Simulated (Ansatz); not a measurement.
Skutterudite CoSb₃, treated with r²SCAN in Ansatz (PAW).

Run with plane-wave cutoff 500 eV, 6×6×6 k mesh, gaussian smearing 0.02 eV, no spin polarisation, scalar-relativistic PAW data made under PBE.

Cell (relaxed at this level):

```
CELL_PARAMETERS angstrom
     -4.52796     4.52796     4.52796
      4.52796    -4.52796     4.52796
      4.52796     4.52796    -4.52796
ATOMIC_POSITIONS crystal
  Co 0.00000 0.00000 0.50000
  Co 0.50000 0.50000 0.50000
  Co 0.50000 0.00000 0.00000
  Co 0.00000 0.50000 0.00000
  Sb 0.84143 0.66598 0.50741
  Sb 0.50741 0.84143 0.66598
  Sb 0.17545 0.84143 0.33402
  Sb 0.49259 0.15857 0.33402
  Sb 0.82455 0.15857 0.66598
  Sb 0.66598 0.50741 0.84143
  Sb 0.66598 0.82455 0.15857
  Sb 0.15857 0.66598 0.82455
  Sb 0.33402 0.49259 0.15857
  Sb 0.33402 0.17545 0.84143
  Sb 0.15857 0.33402 0.49259
  Sb 0.84143 0.33402 0.17545
```

**Question.** Give the computed band gap.

**Answer.** 
- band gap = 0.43 eV (on the SCF k mesh)

Measured, for comparison: band gap 0.63 eV (temperature not stated, no zero-point or thermal correction; as tabulated in Kim et al. (2020), doi:10.1038/s41597-020-00723-8).

Spin–orbit coupling is not included; with these elements it can move the gap by several tenths of an eV or more.

The computed numbers hold no vibrational or temperature effects.

Ansatz is a first-principles code.
